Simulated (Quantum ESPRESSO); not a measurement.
# InSe (R3m) in Quantum ESPRESSO: Wannier functions with LDA

Aim: the Wannier functions of InSe with LDA.

Program: Quantum ESPRESSO 7.5. These are calculated values, not measurements. Logs are shortened: lines on timing, memory, paths and dates and some standing lists are left out, and cuts for length are marked.

**What was measured.**

“The Interaction of Hydrogen with the van der Waals Crystal γ-InSe”, 2020, pmc:7321205 reports, for a bulk crystal of InSe at 300 K: band gap 1.25 eV.

The results are compared with them further down.

**1. The crystal as given**

Symmetry: R3m, No. 160, trigonal system. Conventional cell: a = 4.000 Å, b = 4.000 Å, c = 25.320 Å, α = 90.00°, β = 90.00°, γ = 120.00°. Around In (site symmetry 3m) lie 3 Se at 2.63 Å and 1 In at 2.82 Å. Around In (site symmetry 3m) lie 3 Se at 2.64 Å and 1 In at 2.82 Å. Se (site symmetry 3m) has 3 In at 2.63 Å as nearest neighbours. Se (site symmetry 3m) is surrounded by 3 In at 2.64 Å.

**2. Wannier functions, LDA**

Input file pw.in:

```
&CONTROL
  calculation = 'scf'
  prefix = 'pwscf'
  outdir = './tmp'
  pseudo_dir = './pseudo'
  tprnfor = .true.
  tstress = .true.
  disk_io = 'low'
/
&SYSTEM
  ibrav = 0
  celldm(1) = 8
  nat = 4
  ntyp = 2
  ecutwfc = 86
  nbnd = 39
  occupations = 'smearing'
  smearing = 'fd'
  degauss = 0.00367493
/
&ELECTRONS
  conv_thr = 8d-10
  electron_maxstep = 120
  mixing_beta = 0.5
/
ATOMIC_SPECIES
In   114.8180 In.upf
Se    78.9710 Se.upf
CELL_PARAMETERS alat
  0.4724315311564   0.2727584716917   1.9936610614802
 -0.4724315311564   0.2727584716917   1.9936610614802
  0.0000000000000  -0.5455169433835   1.9936610614802
ATOMIC_POSITIONS crystal
In     0.8886000000    0.8886000000    0.8886000000
In     0.0000000000    0.0000000000    0.0000000000
Se     0.1719000000    0.1719000000    0.1719000000
Se     0.3835000000    0.3835000000    0.3835000000
K_POINTS automatic
8 8 8 0 0 0
```

Input file nscf.in:

```
&CONTROL
  calculation = 'nscf'
  prefix = 'pwscf'
  outdir = './tmp'
  pseudo_dir = './pseudo'
  disk_io = 'low'
/
&SYSTEM
  ibrav = 0
  celldm(1) = 8
  nat = 4
  ntyp = 2
  ecutwfc = 86
  nbnd = 49
  occupations = 'smearing'
  smearing = 'fd'
  degauss = 0.00367493
  nosym = .true.
  noinv = .true.
/
&ELECTRONS
  conv_thr = 1d-09
  electron_maxstep = 120
  mixing_beta = 0.5
  diago_full_acc = .true.
  startingwfc = 'random'
/
ATOMIC_SPECIES
In   114.8180 In.upf
Se    78.9710 Se.upf
CELL_PARAMETERS alat
  0.4724315311564   0.2727584716917   1.9936610614802
 -0.4724315311564   0.2727584716917   1.9936610614802
  0.0000000000000  -0.5455169433835   1.9936610614802
ATOMIC_POSITIONS crystal
In     0.8886000000    0.8886000000    0.8886000000
In     0.0000000000    0.0000000000    0.0000000000
Se     0.1719000000    0.1719000000    0.1719000000
Se     0.3835000000    0.3835000000    0.3835000000
K_POINTS crystal
27
  0.00000000   0.00000000   0.00000000 3.70370370e-02
  0.00000000   0.00000000   0.33333333 3.70370370e-02
  0.00000000   0.00000000   0.66666667 3.70370370e-02
  0.00000000   0.33333333   0.00000000 3.70370370e-02
  0.00000000   0.33333333   0.33333333 3.70370370e-02
  0.00000000   0.33333333   0.66666667 3.70370370e-02
  0.00000000   0.66666667   0.00000000 3.70370370e-02
  0.00000000   0.66666667   0.33333333 3.70370370e-02
  0.00000000   0.66666667   0.66666667 3.70370370e-02
  0.33333333   0.00000000   0.00000000 3.70370370e-02
  0.33333333   0.00000000   0.33333333 3.70370370e-02
  0.33333333   0.00000000   0.66666667 3.70370370e-02
  0.33333333   0.33333333   0.00000000 3.70370370e-02
  0.33333333   0.33333333   0.33333333 3.70370370e-02
  0.33333333   0.33333333   0.66666667 3.70370370e-02
  0.33333333   0.66666667   0.00000000 3.70370370e-02
  0.33333333   0.66666667   0.33333333 3.70370370e-02
  0.33333333   0.66666667   0.66666667 3.70370370e-02
  0.66666667   0.00000000   0.00000000 3.70370370e-02
  0.66666667   0.00000000   0.33333333 3.70370370e-02
  0.66666667   0.00000000   0.66666667 3.70370370e-02
  0.66666667   0.33333333   0.00000000 3.70370370e-02
  0.66666667   0.33333333   0.33333333 3.70370370e-02
  0.66666667   0.33333333   0.66666667 3.70370370e-02
  0.66666667   0.66666667   0.00000000 3.70370370e-02
  0.66666667   0.66666667   0.33333333 3.70370370e-02
  0.66666667   0.66666667   0.66666667 3.70370370e-02
```

Input file pw2wan.in:

```
&INPUTPP
  prefix = 'pwscf'
  outdir = './tmp'
  seedname = 'w'
  write_mmn = .true.
  write_amn = .true.
/
```

Input file bands.in:

```
&CONTROL
  calculation = 'bands'
  prefix = 'pwscf'
  outdir = './tmp'
  pseudo_dir = './pseudo'
  disk_io = 'low'
/
&SYSTEM
  ibrav = 0
  celldm(1) = 8
  nat = 4
  ntyp = 2
  ecutwfc = 86
  nbnd = 49
  occupations = 'smearing'
  smearing = 'fd'
  degauss = 0.00367493
/
&ELECTRONS
  conv_thr = 1d-08
  electron_maxstep = 120
  mixing_beta = 0.5
  diago_full_acc = .true.
  startingwfc = 'random'
/
ATOMIC_SPECIES
In   114.8180 In.upf
Se    78.9710 Se.upf
CELL_PARAMETERS alat
  0.4724315311564   0.2727584716917   1.9936610614802
 -0.4724315311564   0.2727584716917   1.9936610614802
  0.0000000000000  -0.5455169433835   1.9936610614802
ATOMIC_POSITIONS crystal
In     0.8886000000    0.8886000000    0.8886000000
In     0.0000000000    0.0000000000    0.0000000000
Se     0.1719000000    0.1719000000    0.1719000000
Se     0.3835000000    0.3835000000    0.3835000000
K_POINTS crystal
60
  0.00000000   0.00000000   0.00000000 1
  0.05555600   0.00000000   0.00000000 1
  0.11111100   0.00000000   0.00000000 1
  0.16666700   0.00000000   0.00000000 1
  0.22222200   0.00000000   0.00000000 1
  0.27777800   0.00000000   0.00000000 1
  0.33333300   0.00000000   0.00000000 1
  0.38888900   0.00000000   0.00000000 1
  0.44444400   0.00000000   0.00000000 1
  0.50000000   0.00000000   0.00000000 1
  0.50000000   0.02985800  -0.02985800 1
  0.50000000   0.05971500  -0.05971500 1
  0.50000000   0.08957300  -0.08957300 1
  0.50000000   0.11943000  -0.11943000 1
  0.50000000   0.14928800  -0.14928800 1
  0.50000000   0.17914500  -0.17914500 1
  0.82085500   0.50000000   0.17914500 1
  0.78876900   0.50000000   0.21123100 1
  0.75668400   0.50000000   0.24331600 1
  0.72459800   0.50000000   0.27540200 1
  0.69251300   0.50000000   0.30748700 1
  0.66042700   0.50000000   0.33957300 1
  0.62834200   0.50000000   0.37165800 1
  0.59625600   0.50000000   0.40374400 1
  0.56417100   0.50000000   0.43582900 1
  0.53208500   0.50000000   0.46791500 1
  0.50000000   0.50000000   0.50000000 1
  0.37500000   0.37500000   0.37500000 1
  0.25000000   0.25000000   0.25000000 1
  0.12500000   0.12500000   0.12500000 1
  0.00000000   0.00000000   0.00000000 1
  0.03395700   0.00000000  -0.03395700 1
  0.06791500   0.00000000  -0.06791500 1
  0.10187200   0.00000000  -0.10187200 1
  0.13582900   0.00000000  -0.13582900 1
  0.16978600   0.00000000  -0.16978600 1
  0.20374400   0.00000000  -0.20374400 1
  0.23770100   0.00000000  -0.23770100 1
  0.27165800   0.00000000  -0.27165800 1
  0.30561500   0.00000000  -0.30561500 1
  0.33957300   0.00000000  -0.33957300 1
  0.66042700   0.33957300   0.00000000 1
  0.62834200   0.37165800   0.00000000 1
  0.59625600   0.40374400   0.00000000 1
  0.56417100   0.43582900   0.00000000 1
  0.53208500   0.46791500   0.00000000 1
  0.50000000   0.50000000   0.00000000 1
  0.66042700   0.66042700   0.17914500 1
  0.64260200   0.64260200   0.21479600 1
  0.62477700   0.62477700   0.25044600 1
  0.60695200   0.60695200   0.28609700 1
  0.58912600   0.58912600   0.32174700 1
  0.57130100   0.57130100   0.35739800 1
  0.55347600   0.55347600   0.39304800 1
  0.53565100   0.53565100   0.42869900 1
  0.51782500   0.51782500   0.46434900 1
  0.50000000   0.50000000   0.50000000 1
  0.50000000   0.00000000   0.00000000 1
  0.66042700   0.16978600   0.16978600 1
  0.82085500   0.33957300   0.33957300 1
```

Input file w.win:

```
num_wann = 26
num_bands = 39
guiding_centres = true
dis_froz_max = 10.54
dis_num_iter = 600
dis_mix_ratio = 0.5
dis_conv_tol = 1.0d-9
num_iter = 1200
search_shells = 100
kmesh_tol = 1.0d-4
conv_tol = 1.0d-8
conv_window = 4
num_print_cycles = 200
fermi_energy = 7.4332
bands_plot = true
write_hr = true
mp_grid = 3 3 3
exclude_bands = 1-10
begin projections
In: s;p;d
Se: s;p
end projections
begin unit_cell_cart
ang
  2.0000000000   1.1547005384   8.4400000000
 -2.0000000000   1.1547005384   8.4400000000
  0.0000000000  -2.3094010768   8.4400000000
end unit_cell_cart
begin atoms_frac
In   0.8886000000   0.8886000000   0.8886000000
In   0.0000000000   0.0000000000   0.0000000000
Se   0.1719000000   0.1719000000   0.1719000000
Se   0.3835000000   0.3835000000   0.3835000000
end atoms_frac
begin kpoint_path
G   0.0000000000   0.0000000000   0.0000000000  L   0.5000000000   0.0000000000   0.0000000000
L   0.5000000000   0.0000000000   0.0000000000  B1   0.5000000000   0.1791451724  -0.1791451724
B   0.8208548276   0.5000000000   0.1791451724  Z   0.5000000000   0.5000000000   0.5000000000
Z   0.5000000000   0.5000000000   0.5000000000  G   0.0000000000   0.0000000000   0.0000000000
G   0.0000000000   0.0000000000   0.0000000000  X   0.3395725862   0.0000000000  -0.3395725862
Q   0.6604274138   0.3395725862   0.0000000000  F   0.5000000000   0.5000000000   0.0000000000
F   0.5000000000   0.5000000000   0.0000000000  P1   0.6604274138   0.6604274138   0.1791451724
P1   0.6604274138   0.6604274138   0.1791451724  Z   0.5000000000   0.5000000000   0.5000000000
L   0.5000000000   0.0000000000   0.0000000000  P   0.8208548276   0.3395725862   0.3395725862
end kpoint_path
bands_num_points = 9
begin kpoints
  0.00000000   0.00000000   0.00000000
  0.00000000   0.00000000   0.33333333
  0.00000000   0.00000000   0.66666667
  0.00000000   0.33333333   0.00000000
  0.00000000   0.33333333   0.33333333
  0.00000000   0.33333333   0.66666667
  0.00000000   0.66666667   0.00000000
  0.00000000   0.66666667   0.33333333
  0.00000000   0.66666667   0.66666667
  0.33333333   0.00000000   0.00000000
  0.33333333   0.00000000   0.33333333
  0.33333333   0.00000000   0.66666667
  0.33333333   0.33333333   0.00000000
  0.33333333   0.33333333   0.33333333
  0.33333333   0.33333333   0.66666667
  0.33333333   0.66666667   0.00000000
  0.33333333   0.66666667   0.33333333
  0.33333333   0.66666667   0.66666667
  0.66666667   0.00000000   0.00000000
  0.66666667   0.00000000   0.33333333
  0.66666667   0.00000000   0.66666667
  0.66666667   0.33333333   0.00000000
  0.66666667   0.33333333   0.33333333
  0.66666667   0.33333333   0.66666667
  0.66666667   0.66666667   0.00000000
  0.66666667   0.66666667   0.33333333
  0.66666667   0.66666667   0.66666667
end kpoints
```

Potentials or basis: PseudoDojo 0.4.1 SR LDA standard.

Started as:

```bash
> OMP_NUM_THREADS=1 pw.x -in pw.in > pw.out
> OMP_NUM_THREADS=1 pw.x -in nscf.in > nscf.out
> wannier90.x -pp w
> OMP_NUM_THREADS=1 pw2wannier90.x -in pw2wan.in > pw2wan.out
> wannier90.x w
> OMP_NUM_THREADS=1 pw.x -in bands.in > bands.out
```

pw.out:

```text
This program is part of the open-source Quantum ESPRESSO suite
     for quantum simulation of materials; please cite
[... 9 lines left out ...]
     --------------------
     sticks:   dense  smooth     PW     G-vecs:    dense   smooth      PW
     Sum        3337    3337    991                85055    85055   13749

     Using Slab Decomposition

     bravais-lattice index     =            0
     lattice parameter (alat)  =       8.0000  a.u.
     unit-cell volume          =     789.2047 (a.u.)^3
     number of atoms/cell      =            4
     number of atomic types    =            2
     number of electrons       =        58.00
     number of Kohn-Sham states=           39
     kinetic-energy cutoff     =      86.0000  Ry
     charge density cutoff     =     344.0000  Ry
     scf convergence threshold =      8.0E-10
     mixing beta               =       0.5000
     number of iterations used =            8  plain     mixing
     Exchange-correlation= SLA  PW   NOGX NOGC
                           (   1   4   0   0   0   0   0)

     celldm(1)=   8.000000  celldm(2)=   0.000000  celldm(3)=   0.000000
     celldm(4)=   0.000000  celldm(5)=   0.000000  celldm(6)=   0.000000

     crystal axes: (cart. coord. in units of alat)
               a(1) = (   0.472432   0.272758   1.993661 )
               a(2) = (  -0.472432   0.272758   1.993661 )
               a(3) = (   0.000000  -0.545517   1.993661 )

     reciprocal axes: (cart. coord. in units 2 pi/alat)
               b(1) = (  1.058354  0.611041  0.167197 )
               b(2) = ( -1.058354  0.611041  0.167197 )
               b(3) = ( -0.000000 -1.222082  0.167197 )

     PseudoPot. # 1 for In read from file:
     In.upf
     Pseudo is Norm-conserving + core correction, Zval = 13.0
     Generated using ONCVPSP code by D. R. Hamann
     Using radial grid of 1894 points,  6 beta functions with:
                l(1) =   0
                l(2) =   0
                l(3) =   1
                l(4) =   1
                l(5) =   2
                l(6) =   2

     PseudoPot. # 2 for Se read from file:
     Se.upf
     Pseudo is Norm-conserving + core correction, Zval = 16.0
     Generated using ONCVPSP code by D. R. Hamann
     Using radial grid of 1198 points,  6 beta functions with:
                l(1) =   0
[... 91 lines left out ...]

     starting charge      57.9941, renormalised to      58.0000
     Starting wfcs are   36 randomized atomic wfcs +    3 random wfcs

     Self-consistent Calculation

     iteration #  1     ecut=    86.00 Ry     beta= 0.50
     Davidson diagonalization with overlap
     ethr =  1.00E-02,  avg # of iterations =  5.2

     Threshold (ethr) on eigenvalues was too large:
     Diagonalizing with lowered threshold

     Davidson diagonalization with overlap
     ethr =  2.18E-04,  avg # of iterations =  3.8

     total energy              =    -749.82435221 Ry
     estimated scf accuracy    <       0.12310931 Ry
[... 64 lines left out ...]
     iteration # 11     ecut=    86.00 Ry     beta= 0.50
     Davidson diagonalization with overlap
     ethr =  2.22E-12,  avg # of iterations =  2.0

     End of self-consistent calculation

          k = 0.0000 0.0000 0.0000 ( 10607 PWs)   bands (ev):

   -40.3741 -40.3741 -40.3669 -40.3669 -40.3274 -40.3274 -40.3223 -40.3223
   -40.3110 -40.3066  -7.4334  -7.2480  -7.2480  -7.1637  -7.1637  -7.1456
    -7.1456  -7.0049  -6.9907  -6.9907  -6.2999  -5.8946   0.9590   3.8037
     5.7496   6.0310   6.0310   6.1249   6.1249   8.8858   9.2371  11.6430
    11.6430  12.3997  12.7202  12.7202  14.7182  15.8667  16.4723
[... 323 lines left out ...]
   -40.3739 -40.3738 -40.3667 -40.3666 -40.3275 -40.3275 -40.3224 -40.3224
   -40.3108 -40.3064  -7.6005  -7.5173  -7.3599  -7.2670  -7.1506  -7.1027
    -7.0982  -7.0327  -7.0085  -6.8384  -4.8081  -4.7596   0.9896   1.6833
     3.3984   3.8223   4.7016   5.0854   5.5927   9.0231   9.4985  10.7688
    11.6855  12.5212  13.2950  14.2944  14.9436  15.4994  16.2901

          k = 0.6615-0.0764-0.0836 ( 10634 PWs)   bands (ev):

   -40.3739 -40.3738 -40.3667 -40.3666 -40.3275 -40.3275 -40.3224 -40.3224
   -40.3108 -40.3064  -7.6036  -7.5139  -7.3603  -7.2669  -7.1506  -7.1027
    -7.0983  -7.0321  -7.0088  -6.8383  -4.8385  -4.7290   0.9784   1.7166
     3.5031   3.6877   4.4671   5.2030   5.7349   9.2966   9.4909  10.4526
    11.5996  12.5466  13.2779  14.1663  15.2264  15.3452  15.8202
[... 171 lines left out ...]
   -40.3741 -40.3741 -40.3669 -40.3669 -40.3274 -40.3274 -40.3223 -40.3223
   -40.3110 -40.3066  -7.4330  -7.2482  -7.2482  -7.1636  -7.1636  -7.1457
    -7.1457  -7.0161  -6.9906  -6.9906  -6.1509  -6.0487   1.3037   2.9245
     5.9616   5.9616   6.2010   6.2010   7.3287   7.5377   9.3144  11.5581
    11.5581  12.8473  12.8473  12.8996  15.2317  15.8214  16.1191

     the Fermi energy is     7.4476 ev

!    total energy              =    -749.85901245 Ry
     estimated scf accuracy    <          3.5E-11 Ry
     smearing contrib. (-TS)   =      -0.00001511 Ry
     internal energy E=F+TS    =    -749.85899734 Ry

     The total energy is F=E-TS. E is the sum of the following terms:
     one-electron contribution =    -409.25865120 Ry
     hartree contribution      =     227.96699813 Ry
     xc contribution           =    -174.30563576 Ry
     ewald contribution        =    -394.26170851 Ry

     convergence has been achieved in  11 iterations

     Forces acting on atoms (cartesian axes, Ry/au):

     atom    1 type  1   force =    -0.00000000    0.00000000    0.00929246
     atom    2 type  1   force =    -0.00000000   -0.00000000   -0.00862889
     atom    3 type  2   force =     0.00000000    0.00000000    0.00260104
     atom    4 type  2   force =     0.00000000   -0.00000000   -0.00326461

     Total force =     0.013350     Total SCF correction =     0.000025

     Computing stress (Cartesian axis) and pressure

          total   stress  (Ry/bohr**3)                   (kbar)     P=      -15.15
  -0.00007362   0.00000000  -0.00000000          -10.83        0.00       -0.00
   0.00000000  -0.00007362  -0.00000000            0.00      -10.83       -0.00
   0.00000000  -0.00000000  -0.00016176            0.00       -0.00      -23.80

=------------------------------------------------------------------------------=
   JOB DONE.
=------------------------------------------------------------------------------=
```

Run time: 43 min. Hardware: 1 thread of Intel Xeon 6975P-C (Granite Rapids), shared host; peak memory 0.58 GiB.

What came out:

```
Free energy                   : -10202.3516 eV
Pressure                      : -1.5 GPa
Largest force                 : 0.239 eV/Å
Band gap on the k mesh        : 0.21 eV, direct
Band gap along the path       : 0.21 eV, direct
Total Wannier spread          : 29.47 Å² over 26 functions
RMS miss of the Wannier bands : 0.062 eV
```

Forces in eV/Å, atoms in the order of the input:
```
In   0.000  0.000  0.239
In   0.000  0.000 -0.222
Se   0.000  0.000  0.067
Se   0.000  0.000 -0.084
```

Levels at the corners of the path, in eV from the valence-band top:
```csv
point,band 27,band 28,band 29,band 30,band 31,band 32
Γ,-1.30,-1.20,-1.20,1.56,1.91,4.31
L,-2.34,-2.24,-1.70,1.09,1.84,3.52
B1,-2.54,-2.25,-1.78,1.65,2.31,3.30
B,-2.54,-2.25,-1.78,1.65,2.31,3.30
Z,-1.13,-1.13,0.00,0.21,1.99,4.23
Γ,-1.30,-1.20,-1.20,1.56,1.91,4.31
X,-2.57,-2.23,-1.75,1.71,2.22,3.33
Q,-2.57,-2.23,-1.75,1.71,2.22,3.33
F,-2.51,-2.05,-1.53,1.02,1.88,3.18
P1,-2.48,-2.08,-1.66,1.25,1.71,3.25
Z,-1.13,-1.13,0.00,0.21,1.99,4.23
L,-2.34,-2.24,-1.70,1.09,1.84,3.52
P,-2.48,-2.08,-1.66,1.25,1.71,3.25
```

Wannier functions:
```csv
function,nearest atom,distance (Å),spread (Å²),on-site energy from the reference level (eV)
1,1 In,0.91,1.70,-0.21
2,1 In,0.92,1.68,0.18
3,1 In,0.91,1.70,-0.23
4,1 In,0.91,1.72,-0.10
5,1 In,0.15,0.68,-12.56
6,1 In,0.08,0.55,-13.84
7,1 In,0.07,0.53,-14.04
8,1 In,0.13,0.65,-13.03
9,1 In,0.10,0.59,-13.50
10,2 In,0.91,1.71,-0.25
11,2 In,0.93,1.72,0.17
12,2 In,0.91,1.71,-0.28
13,2 In,0.90,1.74,-0.15
14,2 In,0.14,0.68,-12.54
15,2 In,0.08,0.55,-13.88
16,2 In,0.07,0.53,-14.08
17,2 In,0.14,0.66,-12.94
18,2 In,0.10,0.60,-13.42
19,3 Se,0.48,1.29,-4.80
20,3 Se,0.63,1.19,-3.26
21,3 Se,0.63,1.19,-3.26
22,3 Se,0.63,1.19,-3.26
23,4 Se,0.49,1.28,-4.70
24,4 Se,0.63,1.20,-3.25
25,4 Se,0.63,1.20,-3.25
26,4 Se,0.63,1.20,-3.25
```

Parts of the spread (Å²): invariant 24.08, diagonal 0.056, off-diagonal 5.33, total 29.47. Against the direct bands the interpolation misses by 62 meV (root mean square) and 327 meV at most, for states up to 1 eV over the reference level.

Caveat: spin-orbit coupling is left out, which moves the levels of the heavy elements; the Wannier minimisation didn't converge.

**3. Against experiment**

Step 2. A measured gap of InSe is 1.25 eV (300 K; “The Interaction of Hydrogen with the van der Waals Crystal γ-InSe”, 2020, pmc:7321205); the calculated 0.21 eV misses it by -1.04 eV. So large a miss can be the level of theory's own, or it may mean another phase, state or a wrong row. Spin-orbit coupling on In, Se is left out. The value is that of LDA, without temperature or zero-point motion. Semilocal functionals fall short of measured gaps as a rule.
